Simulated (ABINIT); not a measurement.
A run of ABINIT 10.8.3 (patched build):

run.abi

```
pp_dirpath "./"
pseudos "Cu.GGA_PBE-JTH.xml, O.GGA_PBE-JTH.xml"

structure "poscar:POSCAR"
natom 6

ecut 26.0
pawecutdg 48.0
pawxcdev 0

kptopt 1
ngkpt 7 7 7
nshiftk 1
shiftk 0.0 0.0 0.0

ixc 11

nband 45
occopt 3
tsmear 0.00183747

nstep 100
tolvrs 1.0e-9

iomode 3
prtwf 0
prtden 0
prteig 0
prtebands 0
enunit 2
```

File POSCAR:

```
CuO
1.0
    4.1609370000      0.0000000000      0.0000000000
    0.0000000000      4.1609370000      0.0000000000
    0.0000000000      0.0000000000      3.8876430000
Cu O
3 3
Direct
    0.5000000000      0.0000000000      0.5000000000  Cu
    0.0000000000      0.5000000000      0.5000000000  Cu
    0.0000000000      0.0000000000      0.0000000000  Cu
    0.0000000000      0.0000000000      0.5000000000  O
    0.5000000000      0.0000000000      0.0000000000  O
    0.0000000000      0.5000000000      0.0000000000  O
```

Potentials or basis: JTH PAW PBE v2.0.

The run is started by

```bash
$ mpirun --bind-to none -np 4 abinit run.abi > log 2>&1
```

Hardware: 4 MPI ranks on Arm Neoverse V1, with other jobs on the host.

**Question.** How long does it take, and how much memory?

**Answer.** Wall time 100 s on 4 MPI ranks on Arm Neoverse V1, on a shared host, peak memory 0.56 GiB a rank. Counts: scf iterations 22, mpi ranks 4, k points 40, bands 45, plane waves 2893.
